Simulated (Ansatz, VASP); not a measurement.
Ti in VASP and in Ansatz

```xyz
1
Lattice="2.6405 0.0000 0.0000 0.0000 2.6405 0.0000 0.0000 0.0000 2.6405" Properties=species:S:1:pos:R:3 pbc="T T T"
Ti    0.0000    0.0000    0.0000
```

Alike in both runs: task electric field gradients; functional PBE; k mesh 15 × 15 × 15; occupations fermi-dirac, width 0.05 eV; no spin polarisation.

```csv
,VASP,Ansatz
version,VASP 6.6.1,Ansatz 0.2.0
potentials or method,"VASP PAW PBE potentials, release 64 (Ti_sv)","PAW with Ansatz's default frozen-core files, scalar-relativistic"
plane-wave cutoff (eV),520,420
valence electrons in the cell,12,12
```

VASP gave:

| Item | Value |
| --- | --- |
| pressure (GPa) | -0.1 |
| Vzz of the field gradient on the site that differs most (V/Å²) | 0.0 |

Problem. Estimate Ansatz's values.

Solution. Pressure (GPa): 0.0; Vzz of the field gradient on the site that differs most (V/Å²): 0.0.
